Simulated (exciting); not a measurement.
Set up this calculation in exciting (release sodium), as the native input.

| Property | Result |
| --- | --- |
| Task | single point |
| Functional | PBE |
| Potentials or basis | all-electron LAPW+lo, shipped species files, valence relativity iora* |
| rgkmax | 9 |
| k mesh | 13 × 13 × 13 |
| Occupations | gaussian, width 0.019 eV |
| Spin | no spin polarisation |
| outputlevel | low |
| gmaxvr (cutoff of density and potential) | 14 1/bohr |
| lmaxapw (and lmaxmat) | 10 |
| lmaxvr | 8 |
| nempty | 12 |
| Valence relativity | iora* |
| epsengy | 1e-05 Ha |
| epspot | 1e-05 Ha |
| maxscl | 60 |
| Muffin-tin radii | Cu 2.0 bohr |

Crystal: Cu.

```
Cu
1.0
     0.00000    1.80750    1.80750
     1.80750    0.00000    1.80750
     1.80750    1.80750    0.00000
Cu
1
Cartesian
  0.0000 0.0000 0.0000
```

One way to write it, as run:

input.xml

```xml
<input>
  <title>Cu</title>
  <structure speciespath="./" tshift="false">
    <crystal scale="1">
      <basevect>0.000000000000 3.415679970261 3.415679970261</basevect>
      <basevect>3.415679970261 0.000000000000 3.415679970261</basevect>
      <basevect>3.415679970261 3.415679970261 0.000000000000</basevect>
    </crystal>
    <species speciesfile="Cu.xml" rmt="2">
      <atom coord="0.000000000000 0.000000000000 0.000000000000"/>
    </species>
  </structure>
  <groundstate do="fromscratch" ngridk="13 13 13" rgkmax="9" gmaxvr="14" lmaxapw="10" lmaxmat="10" lmaxvr="8" xctype="GGA_PBE" stype="Gaussian" swidth="0.00069824" nempty="12" ValenceRelativity="iora*" epsengy="1e-05" epspot="1e-05" maxscl="60" tforce="true" outputlevel="low"/>
</input>
```

Potentials or basis: all-electron LAPW+lo, shipped species files, valence relativity iora*.

The run is started by

```bash
$ OMP_NUM_THREADS=1 exciting_smp
```

It gave:

The band gap on the k mesh is none (metal or under the smearing width).

Run time: 23 s on 1 thread of Arm Neoverse V2, with other jobs on the host, peak memory 0.09 GiB.
